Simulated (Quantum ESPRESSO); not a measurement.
# CaO (Fm-3m) in Quantum ESPRESSO: reference runs

How does CaO come out in PBE? The cell is run as given and disturbed.

Everything below comes from runs of Quantum ESPRESSO 7.5. Logs are shortened: lines on timing, memory, paths and dates and some standing lists are left out, and cuts for length are marked.

## Step 1: The crystal as given

It takes space group Fm-3m (No. 225, cubic). Conventional cell: a = 4.807 Å, b = 4.807 Å, c = 4.807 Å, α = 90.00°, β = 90.00°, γ = 90.00°. Around Ca (site symmetry m-3m) lie 6 O at 2.40 Å. O (site symmetry m-3m) has 6 Ca at 2.40 Å as nearest neighbours.

The cell is a database's computed one.

## Step 2: Single point, PBE

Contents of pw.in:

```
&CONTROL
  calculation = 'scf'
  prefix = 'pwscf'
  outdir = './tmp'
  pseudo_dir = './pseudo'
  tprnfor = .true.
  tstress = .true.
  disk_io = 'low'
/
&SYSTEM
  ibrav = 0
  nat = 2
  ntyp = 2
  ecutwfc = 55
  ecutrho = 440
  nbnd = 14
  occupations = 'smearing'
  smearing = 'fd'
  degauss = 0.00367493
/
&ELECTRONS
  conv_thr = 4d-10
  electron_maxstep = 120
  mixing_beta = 0.5
/
ATOMIC_SPECIES
Ca    40.0780 Ca_pbe_v1.uspp.F.UPF
O     15.9990 O.pbe-n-kjpaw_psl.0.1.UPF
CELL_PARAMETERS angstrom
   0.0000000000    2.4035556960    2.4035556960
   2.4035556960    0.0000000000    2.4035556960
   2.4035556960    2.4035556960    0.0000000000
ATOMIC_POSITIONS crystal
Ca     0.0000000000    0.0000000000    0.0000000000
O      0.5000000000    0.5000000000    0.5000000000
K_POINTS automatic
10 10 10 0 0 0
```

Contents of pp_density.in:

```
&INPUTPP
  prefix = 'pwscf'
  outdir = './tmp'
  filplot = 'density.dat'
  plot_num = 0
/
&PLOT
  nfile = 1
  filepp(1) = 'density.dat'
  iflag = 3
  output_format = 6
  fileout = 'density.cube'
/
```

Contents of pp_potential.in:

```
&INPUTPP
  prefix = 'pwscf'
  outdir = './tmp'
  filplot = 'potential.dat'
  plot_num = 11
/
&PLOT
  nfile = 1
  filepp(1) = 'potential.dat'
  iflag = 3
  output_format = 6
  fileout = 'potential.cube'
/
```

Potentials or basis: SSSP 1.3 efficiency PBE.

Run with:

```
> OMP_NUM_THREADS=1 pw.x -in pw.in > pw.out
> OMP_NUM_THREADS=1 pp.x -in pp_density.in > pp_density.out
> OMP_NUM_THREADS=1 pp.x -in pp_potential.in > pp_potential.out
```

pw.out:

```text
This program is part of the open-source Quantum ESPRESSO suite
     for quantum simulation of materials; please cite
         "P. Giannozzi et al., J. Phys.:Condens. Matter 21 395502 (2009);
         "P. Giannozzi et al., J. Phys.:Condens. Matter 29 465901 (2017);
         "P. Giannozzi et al., J. Chem. Phys. 152 154105 (2020);
     in publications or presentations arising from this work. More details at

     file O.pbe-n-kjpaw_psl.0.1.UPF: wavefunction(s)  2P renormalized
     Message from routine setup:
     using ibrav=0 with symmetry is DISCOURAGED, use correct ibrav instead

     G-vector sticks info
     --------------------
     sticks:   dense  smooth     PW     G-vecs:    dense   smooth      PW
     Sum        1261     637    199                29123    10369    1837

     Using Slab Decomposition

     bravais-lattice index     =            0
     lattice parameter (alat)  =       6.4234  a.u.
     unit-cell volume          =     187.4084 (a.u.)^3
     number of atoms/cell      =            2
     number of atomic types    =            2
     number of electrons       =        16.00
     number of Kohn-Sham states=           14
     kinetic-energy cutoff     =      55.0000  Ry
     charge density cutoff     =     440.0000  Ry
     scf convergence threshold =      4.0E-10
     mixing beta               =       0.5000
     number of iterations used =            8  plain     mixing
     Exchange-correlation= SLA  PW   PBX  PBC
                           (   1   4   3   4   0   0   0)

     celldm(1)=   6.423446  celldm(2)=   0.000000  celldm(3)=   0.000000
     celldm(4)=   0.000000  celldm(5)=   0.000000  celldm(6)=   0.000000

     crystal axes: (cart. coord. in units of alat)
               a(1) = (   0.000000   0.707107   0.707107 )
               a(2) = (   0.707107   0.000000   0.707107 )
               a(3) = (   0.707107   0.707107   0.000000 )

     reciprocal axes: (cart. coord. in units 2 pi/alat)
               b(1) = ( -0.707107  0.707107  0.707107 )
               b(2) = (  0.707107 -0.707107  0.707107 )
               b(3) = (  0.707107  0.707107 -0.707107 )

     PseudoPot. # 1 for Ca read from file:
     Ca_pbe_v1.uspp.F.UPF
     Pseudo is Ultrasoft + core correction, Zval = 10.0
     Generated by new atomic code, or converted to UPF format
     Using radial grid of  845 points,  6 beta functions with:
                l(1) =   0
                l(2) =   0
                l(3) =   1
                l(4) =   1
                l(5) =   2
                l(6) =   2
     Q(r) pseudized with  8 coefficients,  rinner =    1.500   1.500   1.500
                                                       1.500   1.500

     PseudoPot. # 2 for O  read from file:
     O.pbe-n-kjpaw_psl.0.1.UPF
     Pseudo is Projector augmented-wave + core cor, Zval =  6.0
     Generated using "atomic" code by A. Dal Corso  v.5.0.99 svn rev. 10869
     Shape of augmentation charge: BESSEL
     Using radial grid of 1095 points,  4 beta functions with:
                l(1) =   0
                l(2) =   0
                l(3) =   1
                l(4) =   1
     Q(r) pseudized with 0 coefficients

     atomic species   valence    mass     pseudopotential
     Ca               10.00    40.07800     Ca( 1.00)
     O                 6.00    15.99900     O ( 1.00)

     48 Sym. Ops., with inversion, found

   Cartesian axes

     site n.     atom                  positions (alat units)
         1        Ca     tau(   1) = (   0.0000000   0.0000000   0.0000000  )
         2        O      tau(   2) = (   0.7071068   0.7071068   0.7071068  )

     number of k points=    47  Fermi-Dirac smearing, width (Ry)=  0.0037
                       cart. coord. in units 2pi/alat
        k(    1) = (   0.0000000   0.0000000   0.0000000), wk =   0.0020000
        k(    2) = (   0.0707107   0.0707107  -0.0707107), wk =   0.0160000
        k(    3) = (   0.1414214   0.1414214  -0.1414214), wk =   0.0160000
        k(    4) = (   0.2121320   0.2121320  -0.2121320), wk =   0.0160000
        k(    5) = (   0.2828427   0.2828427  -0.2828427), wk =   0.0160000
        k(    6) = (  -0.3535534  -0.3535534   0.3535534), wk =   0.0080000
[... 39 lines left out ...]
        k(   46) = (  -0.0707107  -0.3535534   0.6363961), wk =   0.0480000
        k(   47) = (  -0.7071068   0.2828427   0.0000000), wk =   0.0240000

     Dense  grid:    29123 G-vectors     FFT dimensions: (  45,  45,  45)

     Smooth grid:    10369 G-vectors     FFT dimensions: (  32,  32,  32)

     Check: negative core charge=   -0.000002

     Initial potential from superposition of free atoms

     starting charge      15.9945, renormalised to      16.0000
     Starting wfcs are   14 randomized atomic wfcs

     Self-consistent Calculation

     iteration #  1     ecut=    55.00 Ry     beta= 0.50
     Davidson diagonalization with overlap
     ethr =  1.00E-02,  avg # of iterations =  2.8

     total energy              =    -116.69058604 Ry
     estimated scf accuracy    <       0.48495997 Ry

     iteration #  2     ecut=    55.00 Ry     beta= 0.50
     Davidson diagonalization with overlap
     ethr =  3.03E-03,  avg # of iterations =  2.1

     total energy              =    -116.81382825 Ry
     estimated scf accuracy    <       0.34656177 Ry

     iteration #  3     ecut=    55.00 Ry     beta= 0.50
     Davidson diagonalization with overlap
     ethr =  2.17E-03,  avg # of iterations =  1.9

     total energy              =    -116.88086931 Ry
     estimated scf accuracy    <       0.00707588 Ry

     iteration #  4     ecut=    55.00 Ry     beta= 0.50
     Davidson diagonalization with overlap
     ethr =  4.42E-05,  avg # of iterations =  2.6

     total energy              =    -116.88196634 Ry
     estimated scf accuracy    <       0.00012630 Ry

     iteration #  5     ecut=    55.00 Ry     beta= 0.50
     Davidson diagonalization with overlap
     ethr =  7.89E-07,  avg # of iterations =  2.9

     total energy              =    -116.88197231 Ry
     estimated scf accuracy    <       0.00002825 Ry

     iteration #  6     ecut=    55.00 Ry     beta= 0.50
     Davidson diagonalization with overlap
     ethr =  1.77E-07,  avg # of iterations =  2.0

     total energy              =    -116.88197830 Ry
     estimated scf accuracy    <       0.00000508 Ry

     iteration #  7     ecut=    55.00 Ry     beta= 0.50
     Davidson diagonalization with overlap
     ethr =  3.17E-08,  avg # of iterations =  2.0

     total energy              =    -116.88197950 Ry
     estimated scf accuracy    <       0.00000041 Ry

     iteration #  8     ecut=    55.00 Ry     beta= 0.50
     Davidson diagonalization with overlap
     ethr =  2.55E-09,  avg # of iterations =  1.3

     total energy              =    -116.88197954 Ry
     estimated scf accuracy    <          9.4E-09 Ry

     iteration #  9     ecut=    55.00 Ry     beta= 0.50
     Davidson diagonalization with overlap
     ethr =  5.90E-11,  avg # of iterations =  2.6

     total energy              =    -116.88197955 Ry
     estimated scf accuracy    <          9.3E-09 Ry

     iteration # 10     ecut=    55.00 Ry     beta= 0.50
     Davidson diagonalization with overlap
     ethr =  5.84E-11,  avg # of iterations =  1.9

     End of self-consistent calculation

          k = 0.0000 0.0000 0.0000 (  1243 PWs)   bands (ev):

   -29.8619 -10.6251 -10.6251 -10.6251  -7.7294   7.7886   7.7886   7.7886
    12.5146  14.0235  14.0235  14.0235  15.5232  15.5232

          k = 0.0707 0.0707-0.0707 (  1297 PWs)   bands (ev):

   -29.8522 -10.7643 -10.6303 -10.6303  -7.5840   7.4300   7.6509   7.6509
    12.9714  13.9893  14.1936  14.1936  15.7622  15.7622

          k = 0.1414 0.1414-0.1414 (  1302 PWs)   bands (ev):

   -29.8269 -11.0808 -10.6438 -10.6438  -7.2502   6.6636   7.3207   7.3207
    13.8982  14.1289  14.6635  14.6635  16.3823  16.3823

          k = 0.2121 0.2121-0.2121 (  1293 PWs)   bands (ev):

   -29.7953 -11.4110 -10.6603 -10.6603  -6.8966   5.8968   6.9588   6.9588
    14.2023  15.2081  15.3092  15.3092  17.1707  17.1707

          k = 0.2828 0.2828-0.2828 (  1299 PWs)   bands (ev):

   -29.7696 -11.6464 -10.6735 -10.6735  -6.6403   5.3571   6.6942   6.6942
    14.6082  15.9007  15.9007  16.0311  17.8877  17.8877

          k =-0.3536-0.3536 0.3536 (  1308 PWs)   bands (ev):

   -29.7597 -11.7307 -10.6785 -10.6785  -6.5475   5.1640   6.5986   6.5986
    14.8451  16.1459  16.1459  16.2870  18.2079  18.2079

          k = 0.1414-0.0000 0.0000 (  1299 PWs)   bands (ev):

   -29.8490 -10.7723 -10.6468 -10.6468  -7.5508   7.1996   7.7076   7.7076
    13.0427  13.6713  14.3960  14.3960  15.6218  16.0596

          k = 0.2121 0.0707-0.0707 (  1305 PWs)   bands (ev):

   -29.8290 -10.9980 -10.6694 -10.6568  -7.3178   6.6521   7.4549   7.5231
    13.4805  13.7740  14.8023  14.8727  15.9436  16.6964

          k = 0.2828 0.1414-0.1414 (  1306 PWs)   bands (ev):

   -29.7996 -11.2973 -10.6895 -10.6722  -7.0161   6.0690   7.0405   7.1997
    13.6217  14.8289  15.3231  15.4957  16.6140  17.4310

          k = 0.3536 0.2121-0.2121 (  1296 PWs)   bands (ev):
[... 74 lines left out ...]
          k =-0.1414-0.5657 0.5657 (  1292 PWs)   bands (ev):

   -29.7400 -11.3085 -10.9228 -10.7925  -7.1351   6.2211   6.8289   7.1204
    12.6092  15.8487  16.5308  16.8301  17.2201  19.4561

          k =-0.0707-0.4950 0.4950 (  1286 PWs)   bands (ev):

   -29.7357 -11.3324 -11.0163 -10.7640  -7.0018   6.1377   6.6345   6.8923
    13.4718  15.4277  16.5033  16.6247  17.7544  20.6815

          k =-0.0000-0.4243 0.4243 (  1306 PWs)   bands (ev):

   -29.7436 -11.4013 -10.9859 -10.7211  -6.8747   5.8503   6.7312   6.7615
    14.4331  14.7870  16.1599  16.3776  18.0914  20.2324

          k = 0.5657-0.0000 0.0000 (  1290 PWs)   bands (ev):

   -29.7419 -11.2347 -10.8297 -10.8297  -7.3831   6.2900   7.4161   7.4161
    11.6230  15.6063  16.5582  17.0851  17.0851  18.6492

          k =-0.0707-0.6364 0.6364 (  1295 PWs)   bands (ev):

   -29.7324 -11.2187 -10.9046 -10.8351  -7.3903   6.4373   7.2085   7.3315
    11.7685  15.9113  16.8130  16.8907  17.1954  19.2910

          k = 0.0000-0.5657 0.5657 (  1296 PWs)   bands (ev):

   -29.7300 -11.1543 -11.0867 -10.8101  -7.2370   6.5441   6.7211   7.1285
    12.4592  16.1599  16.2355  17.0067  17.2681  20.3490

          k =-0.7071 0.0000 0.0000 (  1298 PWs)   bands (ev):

   -29.7295 -11.2226 -10.8513 -10.8513  -7.4948   6.4868   7.4143   7.4143
    11.4413  15.8367  16.6835  17.3212  17.3212  19.0423

          k = 0.2828 0.1414 0.0000 (  1306 PWs)   bands (ev):

   -29.8071 -11.1675 -10.7302 -10.6626  -7.1369   6.2298   7.1928   7.4235
    13.2999  14.3753  15.1617  15.5278  16.3090  17.3586

          k = 0.3536 0.2121-0.0707 (  1298 PWs)   bands (ev):

   -29.7797 -11.3693 -10.7797 -10.6808  -6.9374   5.8780   6.8754   7.1495
    13.5000  15.1148  15.6489  16.0451  17.0856  18.0225

          k =-0.2828-0.4243 0.5657 (  1289 PWs)   bands (ev):

   -29.7575 -11.5244 -10.8021 -10.7078  -6.7913   5.6446   6.6742   6.8580
    14.0383  15.2939  16.1725  16.5283  17.8312  18.7120

          k =-0.2121-0.3536 0.4950 (  1292 PWs)   bands (ev):

   -29.7490 -11.5818 -10.8062 -10.7218  -6.7385   5.5606   6.6467   6.7017
    14.6579  14.8597  16.3808  16.8606  18.0630  19.1549

          k = 0.4243 0.1414-0.0000 (  1298 PWs)   bands (ev):

   -29.7700 -11.2862 -10.8046 -10.7447  -7.0919   5.9963   7.1210   7.2851
    12.6266  15.1538  16.2641  16.2654  16.7223  18.3562

          k =-0.2121-0.4950 0.6364 (  1286 PWs)   bands (ev):

   -29.7500 -11.3614 -10.8649 -10.7774  -7.0200   6.0094   6.8299   7.0599
    13.0095  15.4974  16.3611  16.6413  17.3747  19.0954

          k =-0.1414-0.4243 0.5657 (  1285 PWs)   bands (ev):

   -29.7394 -11.4020 -10.9217 -10.7844  -6.9449   5.9991   6.6661   6.8494
    13.7482  15.0686  16.5518  16.7556  17.8090  20.1017

          k =-0.0707-0.3536 0.4950 (  1286 PWs)   bands (ev):

   -29.7425 -11.4123 -10.9416 -10.7539  -6.8946   5.8917   6.7150   6.7836
    14.3450  14.6112  16.4465  16.5152  17.9882  20.0885

          k = 0.0000-0.2828 0.4243 (  1295 PWs)   bands (ev):

   -29.7579 -11.4048 -10.8861 -10.7108  -6.8907   5.8224   6.7408   6.9844
    13.7637  15.1662  16.0683  16.2037  17.8007  18.9005

          k =-0.1414-0.5657 0.7071 (  1282 PWs)   bands (ev):

   -29.7404 -11.2532 -10.8646 -10.8510  -7.2535   6.2778   7.1015   7.2277
    12.1575  15.7602  16.5209  16.9749  17.0590  19.1633

          k =-0.0707-0.4950 0.6364 (  1289 PWs)   bands (ev):

   -29.7318 -11.2110 -10.9992 -10.8548  -7.1820   6.4372   6.7557   7.0427
    12.7284  15.6740  16.2451  17.1430  17.4164  20.2468

          k = 0.0000-0.4243 0.5657 (  1283 PWs)   bands (ev):

   -29.7326 -11.2429 -11.0659 -10.8128  -7.0420   6.2632   6.6557   6.8589
    13.6337  14.9575  16.3509  16.9194  17.7854  21.5109

          k =-0.7071 0.1414 0.0000 (  1294 PWs)   bands (ev):

   -29.7291 -11.1879 -10.9234 -10.8875  -7.3596   6.5156   7.0827   7.2163
    11.9928  16.0145  16.4514  17.0285  17.3232  19.8286

          k =-0.1414-0.4243 0.7071 (  1281 PWs)   bands (ev):

   -29.7366 -11.2867 -10.9552 -10.8494  -7.0470   6.1953   6.7544   6.8945
    13.4394  15.0254  16.2698  16.9901  17.7111  20.2389

          k =-0.0707-0.3536 0.6364 (  1274 PWs)   bands (ev):

   -29.7315 -11.2277 -11.0058 -10.8929  -7.0556   6.3141   6.7203   6.7839
    14.1852  14.1959  16.2871  17.1451  17.8060  21.5346

          k =-0.7071 0.2828 0.0000 (  1286 PWs)   bands (ev):

   -29.7286 -11.0963 -11.0312 -10.9815  -7.1468   6.5916   6.6284   6.8718
    13.3148  14.9243  16.1594  17.3264  17.6603  21.6052

     the Fermi energy is     8.9884 ev

!    total energy              =    -116.88197955 Ry
     estimated scf accuracy    <          1.2E-10 Ry
     smearing contrib. (-TS)   =      -0.00000000 Ry
     internal energy E=F+TS    =    -116.88197955 Ry

     The total energy is F=E-TS. E is the sum of the following terms:
     one-electron contribution =     -25.61936182 Ry
     hartree contribution      =      20.82580341 Ry
     xc contribution           =     -19.53907049 Ry
     ewald contribution        =     -83.03598562 Ry
     one-center paw contrib.   =      -9.51336503 Ry

     convergence has been achieved in  10 iterations

     Forces acting on atoms (cartesian axes, Ry/au):

     atom    1 type  1   force =    -0.00000000   -0.00000000    0.00000000
     atom    2 type  2   force =     0.00000000   -0.00000000    0.00000000

     Total force =     0.000000     Total SCF correction =     0.000000

     Computing stress (Cartesian axis) and pressure

          total   stress  (Ry/bohr**3)                   (kbar)     P=       14.92
   0.00010140   0.00000000   0.00000000           14.92        0.00        0.00
   0.00000000   0.00010140  -0.00000000            0.00       14.92       -0.00
  -0.00000000  -0.00000000   0.00010140           -0.00       -0.00       14.92

=------------------------------------------------------------------------------=
   JOB DONE.
=------------------------------------------------------------------------------=
```

Wall time 16 s (1 thread of Arm Neoverse V1, shared host); peak memory 0.15 GiB.

Results:

```
Free energy            : -1590.2603 eV
Pressure               : 1.5 GPa
Band gap on the k mesh : 3.65 eV, indirect (least direct gap 4.03 eV)
```

(Part 1 of 2 ends here.)
